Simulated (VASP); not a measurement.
Re:

```
CELL_PARAMETERS angstrom
2.77287 0.00000 0.00000
-1.38643 2.40137 0.00000
0.00000 0.00000 4.48446
ATOMIC_POSITIONS crystal
Re 0.33333 0.66667 0.25000
Re 0.66667 0.33333 0.75000
```

The cell was built by a generator and needn't be a form met in nature.

Base run:

| Item | Value |
| --- | --- |
| Program | VASP 6.6.1 |
| Functional | PBEsol |
| Potentials or basis | VASP PAW PBE potentials, release 64 (Re) |
| Cutoff | 520 eV |
| k mesh | 18 × 18 × 12 |
| Occupations | methfessel-paxton, width 0.1 eV |
| Spin | no spin polarisation |

Its results: band gap on the k mesh none (metal or under the smearing width); pressure -9.7 GPa.

Problem. The run is repeated on the same cell with these changes: functional from PBEsol to LDA; potentials or basis from VASP PAW PBE potentials, release 64 (Re) to VASP PAW LDA potentials, release 64 (Re). What comes out?

Solution. Band gap on the k mesh none (metal or under the smearing width); pressure -14.2 GPa.

Caveats: the PAW data sets were made with another functional, which shifts forces and pressure a little (some runs).
